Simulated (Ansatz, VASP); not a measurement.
# BN in VASP and in Ansatz

Contents of INCAR:

```
SYSTEM = BN
PREC     = Accurate       ! precision mode
ENCUT    = 600            ! plane-wave cutoff, eV
EDIFF    = 1E-6           ! SCF threshold, eV
ISMEAR   = 0              ! smearing method
SIGMA    = 0.02           ! smearing width, eV
LREAL    = .FALSE.        ! projectors in reciprocal space
LASPH    = .TRUE.         ! aspherical terms in the spheres
NELM     = 100            ! most SCF steps
ALGO     = Normal         ! electronic algorithm
ISIF     = 3              ! what is computed and relaxed
LWAVE    = .FALSE.        ! write WAVECAR
LCHARG   = .FALSE.        ! write CHGCAR
GGA      = PS             ! functional
IBRION   = 2              ! ionic algorithm
NSW      = 100            ! ionic steps
EDIFFG   = -0.005         ! ionic threshold
```

KPOINTS

```
regular mesh
0
G
  12 12 6
  0 0 0
```

File POSCAR:

```
BN
1.0
    2.5639710000      0.0000000000      0.0000000000
   -1.2819850000      2.2204640000      0.0000000000
    0.0000000000      0.0000000000      4.1869460000
B N
2 2
Direct
    0.0000000000      0.0000000000      0.0000000000
    0.3333333300      0.6666666700      0.5000000000
    0.0000000000      0.0000000000      0.3750000000
    0.3333333300      0.6666666700      0.8750000000
```

Input for Ansatz:

```yaml
crystal:
  lattice:
    - [2.563971, 0.0, 0.0]
    - [-1.281985, 2.220464, 0.0]
    - [0.0, 0.0, 4.186946]
  atoms:
    - { symbol: B, position: [0.0, 0.0, 0.0] }
    - { symbol: "N", position: [0.0, 0.0, 0.375] }
    - { symbol: B, position: [0.33333333, 0.66666667, 0.5] }
    - { symbol: "N", position: [0.33333333, 0.66666667, 0.875] }
basis:
  ecutwfc: 420
kpoints:
  mp_grid: { grid: [12, 12, 6] }
hamiltonian:
  xc: pbesol
scf:
  occupations: { method: gaussian, width: 0.02 }
output:
  forces: true
  stress: true
  eigenvalues: true
  write_density: true
  write_potential: true
  elf: true
  volumetric_format: npy
relax:
  adjacent_minimum: "off"
  f_tol: 0.005
  max_steps: 80
  cell: { stress_tol: 0.05 }
```

The cell was built by a generator and needn't be a form met in nature.

Alike in both runs: task relaxation of cell and atoms; functional PBEsol; k mesh 12 × 12 × 6; occupations gaussian, width 0.02 eV; no spin polarisation.

|  | VASP | Ansatz |
| --- | --- | --- |
| version | VASP 6.6.1 | Ansatz 0.2.0 |
| potentials or method | VASP PAW PBE potentials, release 64 (B, N) | scalar-relativistic, plane waves, PAW |
| plane-wave cutoff (eV) | 600 | 420 |
| valence electrons in the cell | 16 | 16 |

Ansatz gave:

* gap on the k mesh at the Fermi level, each at its own relaxed structure (eV): 4.96
* relaxed volume (Å³/atom): 5.88
* relaxed cell length with the largest relative difference (Å): 2.541
* energy change over the relaxation (meV/atom): -3

Estimate VASP's values.

gap on the k mesh at the Fermi level, each at its own relaxed structure (eV): 4.95; relaxed volume (Å³/atom): 5.88; relaxed cell length with the largest relative difference (Å): 2.542; energy change over the relaxation (meV/atom): -3.

Caveats: the PAW data sets were made with another functional, which shifts forces and pressure a little (VASP). A hybrid or GW would open this gap; PBEsol tends to underestimate it. A k mesh can miss the band edges.
